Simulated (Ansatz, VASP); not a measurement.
**BaS: VASP beside Ansatz**

The input INCAR:

```
PREC = Accurate
ENCUT = 600
EDIFF = 1E-7
ISMEAR = 0
SIGMA = 0.02
LREAL = F
LASPH = T
NELM = 80
ALGO = Normal
ISIF = 3
LWAVE = F
LCHARG = F
GGA = PE
IBRION = 2
NSW = 100
EDIFFG = -0.01
```

Contents of KPOINTS:

```
Automatic mesh
0
Gamma
  6 6 8
```

The input POSCAR:

```
BaS
1.0
    4.3676983515      0.0000000000      0.0000000000
   -2.1838491758      3.7825377285      0.0000000000
    0.0000000000      0.0000000000      3.9656815600
Ba S
1 1
Direct
    0.0000000000      0.0000000000      0.5000000000
    0.6666666667      0.3333333333      0.0000000000
```

Input for Ansatz:

```yaml
crystal:
  lattice:
    - [4.3676983515, 0.0, 0.0]
    - [-2.1838491758, 3.7825377285, 0.0]
    - [0.0, 0.0, 3.96568156]
  atoms:
    - { symbol: Ba, position: [0.0, 0.0, 0.5] }
    - { symbol: S, position: [0.6666666667, 0.3333333333, 0.0] }
basis:
  ecutwfc: 420
kpoints:
  mp_grid: { grid: [6, 6, 8] }
hamiltonian:
  xc: pbe
scf:
  occupations: { method: gaussian, width: 0.02 }
output:
  forces: true
  stress: true
  eigenvalues: true
  write_density: true
  write_potential: true
  elf: true
  volumetric_format: npy
relax:
  adjacent_minimum: "off"
  f_tol: 0.01
  max_steps: 80
  cell: { stress_tol: 0.05 }
```

Alike in both runs: task relaxation of cell and atoms; functional PBE; k mesh 6 × 6 × 8; occupations gaussian, width 0.02 eV; no spin polarisation.

|  | VASP | Ansatz |
| --- | --- | --- |
| version | VASP 6.6.1 | Ansatz 0.2.0 |
| potentials or method | VASP PAW PBE potentials, release 64 (Ba_sv, S) | scalar-relativistic, plane waves, PAW |
| plane-wave cutoff (eV) | 600 | 420 |
| valence electrons in the cell | 16 | 16 |

|  | VASP | Ansatz | Ansatz less VASP |
| --- | --- | --- | --- |
| gap on the k mesh at the Fermi level, each at its own relaxed structure (eV) | 1.99 | 2.04 | +0.048 |
| relaxed volume (Å³/atom) | 33.34 | 32.83 | -0.510 |
| relaxed cell length with the largest relative difference (Å) | 3.999 | 3.978 | -0.0206 |
| energy change over the relaxation (meV/atom) | -1 | 0 | +1.3 |

Caveats: spin-orbit coupling is left out, which moves the levels of the heavy elements. A k mesh can miss the band edges.
